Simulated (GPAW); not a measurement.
Al:

```
Al
1.0
     0.00000    2.02481    2.02481
     2.02481    0.00000    2.02481
     2.02481    2.02481    0.00000
Al
1
Cartesian
  0.0000 0.0000 0.0000
```

Base run:

| Property | Result |
| --- | --- |
| Program | GPAW 26.7.0 |
| Functional | PBE |
| Potentials or basis | SG15 ONCV 1.2 |
| Cutoff | 1100 eV |
| Basis | pw |
| k mesh | 11 × 11 × 11 |
| Occupations | fermi-dirac, width 0.05 eV |
| Spin | no spin polarisation |

Its results: pressure -0.2 GPa.

**Question.** The run is repeated on the same cell with these changes: functional from PBE to mBEEF; potentials or basis from SG15 ONCV 1.2 to GPAW PAW data sets (gpaw-data 1.2.1); cutoff from 1100 eV to 600 eV; valence electrons from 11 to 3. What comes out?

**Answer.** Pressure -2.6 GPa.

Caveats: the PAW data sets were made with another functional, which shifts forces and pressure a little (some runs).
